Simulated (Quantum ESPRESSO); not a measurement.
The system is SnSe.

```
Sn Se
1.0
     0.00000    3.01000    3.01000
     3.01000    0.00000    3.01000
     3.01000    3.01000    0.00000
Sn Se
1 1
Direct
  0.00000 0.00000 0.00000
  0.50000 0.50000 0.50000
```

Measurements of this composition are mostly on another form, of space group No. 62.

Base run:

```yaml
Program: Quantum ESPRESSO 7.5
Functional: PBEsol
Potentials_or_basis: PseudoDojo 0.4.1 SR PBEsol standard
Cutoff: 1170 eV
Density_cutoff: 4680 eV
k_mesh: 8 × 8 × 8
Occupations: fermi-dirac, width 0.05 eV
Spin: no spin polarisation
```

Its results: pressure -1.9 GPa.

The run is repeated on the same cell with these changes: functional from PBEsol to LDA; potentials or basis from PseudoDojo 0.4.1 SR PBEsol standard to PseudoDojo 0.4.1 SR LDA standard. What comes out?

Pressure -3.4 GPa.
